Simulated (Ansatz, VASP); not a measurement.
# Cross-check of Ge (ladder Ge chain) between VASP and Ansatz, part 2 of 2

Wanted: the spread between two codes on one cell, functional and k mesh. The structure shown is the start of the Ansatz relaxation below; VASP solves that cell, so the two are compared at the walk's first step. Other levels of theory on this material are compared in a session of their own.

VASP 6.6.1 and Ansatz 0.2.0.

So far: Starting point; Ansatz: relaxation, LDA.

**3. VASP: single point, LDA, start cell**

Level of this step: LDA, zero-moment start; plane waves and PAW (Ge_d) (VASP).

The same cell, functional (in two slightly different forms), mesh and smearing now go to VASP, with its own data sets.

Lines of VASP's logs that name or quote its potential files are left out, and so is its time.

Input file INCAR:

```
SYSTEM = Ge
PREC = Accurate
ENCUT = 410
EDIFF = 1E-06
NELM = 200
ISMEAR = -1
SIGMA = 0.05
LREAL = .FALSE.
ALGO = Normal
GGA = CA
NBANDS = 21
ISPIN = 2
MAGMOM = -0 -0
LORBIT = 11
LWAVE = .FALSE.
LCHARG = .FALSE.
ISIF = 2
LASPH = .TRUE.
GGA_COMPAT = .FALSE.
KPAR = 2
```

Input file POSCAR:

```
Ge
1.0
    9.0000000000      0.0000000000      0.0000000000
    0.0000000000      7.5000000000      0.0000000000
    0.0000000000      0.0000000000      2.3484000000
Ge
2
Direct
    0.3885333333      0.5000000000      0.0000000000
    0.6114666667      0.5000000000      0.5000000000
```

Input file KPOINTS:

```
Automatic mesh
0
Gamma
1 1 35
0 0 0
```

The projector-augmented-wave data sets are Ge_d (LDA family, release 64).

On the command line:

```console
> mpirun -np 2 vasp_std
```

Numbers of over 12 decimals in the logs are rounded to 6 here.

Output:

```text
[banner, memory and clock lines left out]
running    2 mpi-ranks, on    1 nodes
 distrk:  each k-point on    1 cores,    2 groups
 distr:  one band on    1 cores,    1 groups

 POSCAR found type information on POSCAR Ge
 POSCAR found :  1 types and       2 ions
 LDA part: xc-table for (Slater(with rela. corr.)+CA(PZ))
 , standard interpolation
 POSCAR, INCAR and KPOINTS ok, starting setup
 FFT: planning ... GRIDC
 FFT: planning ... GRID_SOFT
 FFT: planning ... GRID
 WAVECAR not read
 entering main loop
       N       E                     dE             d eps       ncg     rms          rms(c)
DAV:   1     0.194204162161E+03    0.19420E+03   -0.13902E+04  1671   0.182E+03
DAV:   2     0.212590347607E+02   -0.17295E+03   -0.16696E+03  1624   0.451E+02
DAV:   3    -0.658635475602E+01   -0.27845E+02   -0.27672E+02  1859   0.141E+02
DAV:   4    -0.782164400978E+01   -0.12353E+01   -0.12298E+01  1671   0.336E+01
DAV:   5    -0.788386833049E+01   -0.62224E-01   -0.62222E-01  2251   0.803E+00    0.380E+00
DAV:   6    -0.752490237627E+01    0.35897E+00   -0.30569E-01  1804   0.400E+00    0.198E+00
DAV:   7    -0.742572253421E+01    0.99180E-01   -0.22130E-01  1817   0.319E+00    0.458E-01
DAV:   8    -0.742220105608E+01    0.35215E-02   -0.30249E-02  1728   0.151E+00    0.192E-01
DAV:   9    -0.742300434768E+01   -0.80329E-03   -0.24828E-03  1736   0.535E-01    0.727E-02
DAV:  10    -0.742463132668E+01   -0.16270E-02   -0.11593E-03  1604   0.209E-01    0.531E-02
DAV:  11    -0.742548648434E+01   -0.85516E-03   -0.26893E-04  1662   0.141E-01    0.335E-02
DAV:  12    -0.742616702497E+01   -0.68054E-03   -0.18938E-04  1672   0.820E-02    0.156E-02
DAV:  13    -0.742626753333E+01   -0.10051E-03   -0.30518E-05  1745   0.491E-02    0.781E-03
DAV:  14    -0.742642034847E+01   -0.15282E-03   -0.22527E-05  1512   0.248E-02    0.528E-03
DAV:  15    -0.742646026446E+01   -0.39916E-04   -0.66990E-06  1290   0.119E-02    0.354E-03
DAV:  16    -0.742646949175E+01   -0.92273E-05   -0.15473E-06  1264   0.859E-03    0.179E-03
DAV:  17    -0.742647791185E+01   -0.84201E-05   -0.13001E-06  1218   0.508E-03    0.868E-04
DAV:  18    -0.742647860609E+01   -0.69424E-06   -0.16409E-07  1174   0.337E-03
   1 F= -.74264786E+01 E0= -.74182370E+01  d E =-.164832E-01  mag=     0.0000
```

From OUTCAR (step 3):

```text
ion  position               nearest neighbor table
   1  0.389  0.500  0.000-   2 2.32   2 2.32
   2  0.611  0.500  0.500-   1 2.32   1 2.32

  LATTYP: Found a simple orthorhombic cell.
 ALAT       =     2.3484000000
 B/A-ratio  =     3.1936637711
 C/A-ratio  =     3.8323965253

 Subroutine GETGRP returns: Found  8 space group operations
 (whereof  4 operations were pure point group operations)

The static configuration has the point symmetry C_2v.
 The point group associated with its full space group is D_2h.

 Found     18 irreducible k-points:

   k-points           NKPTS =     18   k-points in BZ     NKDIM =     18   number of bands    NBANDS=     21

   dimension x,y,z NGX =    60 NGY =   50 NGZ =   16
   dimension x,y,z NGXF=   120 NGYF=  100 NGZF=   32

   ENCUT  =  410.0 eV  30.13 Ry    5.49 a.u.  14.86 12.38  3.88*2*pi/ulx,y,z

   NELECT =      28.0000    total number of electrons

 k-points in reciprocal lattice and weights: Automatic mesh
   0.00000000  0.00000000  0.00000000       0.029
   0.00000000  0.00000000  0.02857143       0.057
   0.00000000  0.00000000  0.05714286       0.057
   0.00000000  0.00000000  0.08571429       0.057
   0.00000000  0.00000000  0.11428571       0.057
   0.00000000  0.00000000  0.14285714       0.057
   0.00000000  0.00000000  0.17142857       0.057
   0.00000000  0.00000000  0.20000000       0.057
   0.00000000  0.00000000  0.22857143       0.057
[...]
0.00000000  0.00000000  0.45714286       0.057
   0.00000000  0.00000000  0.48571429       0.057

 average (electrostatic) potential at core
       1 -82.0579       2 -82.0579

 E-fermi :  -1.7395

 spin component 1
 k-point     1 :       0.0000    0.0000    0.0000
  band No.  band energies     occupation
    ...
     11     -15.5064      1.00000
     12     -10.3978      1.00000
     13      -5.4717      1.00000
     14      -4.8780      1.00000
     15      -1.8013      0.77520
     16       1.0349      0.00000
     17       1.8328      0.00000
     18       2.3385      0.00000
     19       3.3713      0.00000
     20       3.5582      0.00000
    ...

 k-point     2 :       0.0000    0.0000    0.0286
  band No.  band energies     occupation
    ...
     11     -15.4842      1.00000
     12     -10.3769      1.00000
     13      -5.4480      1.00000
     14      -4.8535      1.00000
     15      -1.7785      0.68569
     16       1.0565      0.00000
     17       1.8530      0.00000
     18       2.3608      0.00000
     19       3.3932      0.00000
     20       3.5800      0.00000
    ...

 k-point     3 :       0.0000    0.0000    0.0571
  band No.  band energies     occupation
    ...
     10     -26.4289      1.00000
     11     -15.4175      1.00000
     12     -10.3142      1.00000
     13      -5.3769      1.00000
     14      -4.7802      1.00000
     15      -1.7099      0.35630
     16       1.1215      0.00000
     17       1.9133      0.00000
     18       2.4277      0.00000
     19       3.4591      0.00000
    ...

 k-point     4 :       0.0000    0.0000    0.0857
  band No.  band energies     occupation
    ...
     10     -26.4385      1.00000
     11     -15.3062      1.00000
     12     -10.2094      1.00000
     13      -5.2587      1.00000
     14      -4.6583      1.00000
     15      -1.5959      0.05364
     16       1.2296      0.00000
     17       2.0132      0.00000
     18       2.5392      0.00000
     19       3.5689      0.00000
    ...

 k-point     5 :       0.0000    0.0000    0.1143
  band No.  band energies     occupation
    ...
     10     -26.4509      1.00000
     11     -15.1501      1.00000
     12     -10.0625      1.00000
     13      -5.0936      1.00000
     14      -4.4883      1.00000
     15      -1.4372      0.00236
     16       1.3808      0.00000
     17       2.1509      0.00000
     18       2.6953      0.00000
     19       3.7226      0.00000
    ...

 k-point     6 :       0.0000    0.0000    0.1429
  band No.  band energies     occupation
    ...
     10     -26.4649      1.00000
     11     -14.9488      1.00000
     12      -9.8731      1.00000
     13      -4.8822      1.00000
     14      -4.2707      1.00000
     15      -1.2344      0.00004
     16       1.5747      0.00000
     17       2.3208      0.00000
     18       2.8957      0.00000
     19       3.9201      0.00000
    ...

  Total        6.1951173      0.0754706      9.1423044      0.0000000      0.0000000      0.0000000
  in kB       62.6158491      0.7628032     92.4039245      0.0000000      0.0000000      0.0000000
  external PRESSURE =      51.9275256 kB  Pullay stress =       0.0000000 kB

  energy-cutoff  :      410.00
  volume of cell :      158.52
      direct lattice vectors                 reciprocal lattice vectors
     9.000000000  0.000000000  0.000000000     0.111111111  0.000000000  0.000000000
     0.000000000  7.500000000  0.000000000     0.000000000  0.133333333  0.000000000
     0.000000000  0.000000000  2.348400000     0.000000000  0.000000000  0.425821836

 POSITION                                       TOTAL-FORCE (eV/Angst)
 -----------------------------------------------------------------------------------
      3.49680      3.75000      0.00000        -3.252613      0.000000      0.000000
      5.50320      3.75000      1.17420         3.252613      0.000000      0.000000
 -----------------------------------------------------------------------------------
    total drift:                                0.000000      0.000000     -0.000000

  FREE ENERGIE OF THE ION-ELECTRON SYSTEM (eV)
  ---------------------------------------------------
  free  energy   TOTEN  =        -7.4264786061 eV

  energy  without entropy=       -7.4099953764  energy(sigma->0) =       -7.41823699

 total charge
# of ion       s       p       d       tot
------------------------------------------
    1        1.259   1.209  10.072  12.540
    2        1.259   1.209  10.072  12.540
--------------------------------------------------
tot          2.518   2.418  20.145  25.080

 magnetization (x)
# of ion       s       p       d       tot
------------------------------------------
    1        0.000   0.000  -0.000   0.000
    2        0.000   0.000  -0.000   0.000
--------------------------------------------------
tot          0.000   0.000  -0.000   0.000

[... 4 further parts left out ...]
```

**4. Differences**

Known differences besides the potentials themselves: the two LDA forms differ slightly; the cutoff is 420 eV in Ansatz and 410 eV in VASP; VASP's log shows a relativistic correction to its local exchange, Ansatz's none. Total energies have different zeros and are not compared.

Forces (eV/Å; atoms numbered as in POSCAR):

```csv
atom,"Ansatz x, y, z","VASP x, y, z"
Ge1,"-3.199, 0.000, 0.000","-3.253, 0.000, 0.000"
Ge2,"3.199, 0.000, 0.000","3.253, 0.000, 0.000"
```

The forces differ by 31 meV/Å r.m.s., which is 1.6 % of the r.m.s. force of 1.878 eV/Å (both taken over all components). Moments aren't recorded for both runs of this pair, so they may hold unlike magnetic states.

**5. Other set-ups**

Further runs change the set-up of one program: Ansatz's method, potentials or start, or VASP's data sets, cutoff or form of LDA. The table gives that difference for each run.

```csv
run,r.m.s. force difference (meV/Å)
as above,31
VASP with a cutoff of 500 eV (perhaps on Ansatz's relaxed cell),12
```

**6. What came out**

```yaml
r_m_s_force_difference_single_point_lda_start_cell: 1.6 % of the r.m.s. force
```

**Reading.** The r.m.s. force difference is 1.6 % of the r.m.s. force (single point, LDA, start cell), within the 3 % picked in this series as the mark of a large difference. Single point, LDA, start cell, VASP with a cutoff of 500 eV (perhaps on Ansatz's relaxed cell): r.m.s. force difference goes from 31 to 12 meV/Å. 8 further runs of this series are not shown here. How closely two codes agree says nothing of how well the functional describes the real material.

[Lines on the potential files, build, host, timing and source positions are cut from VASP's logs without a mark.]

[Logs are printed without paths, hosts, clocks, repeated set-up lines and the standing remarks that a program may print on its own settings, such as how far it seeks lower states.]

[Hosts, paths, dates, database ids (printed as entryN), source tags and the programs' standing remarks are cut or masked in the printed files.]

[Rows of further runs with another cutoff or data set may stand on the cell that Ansatz relaxed, not on the start cell of the pair above them.]
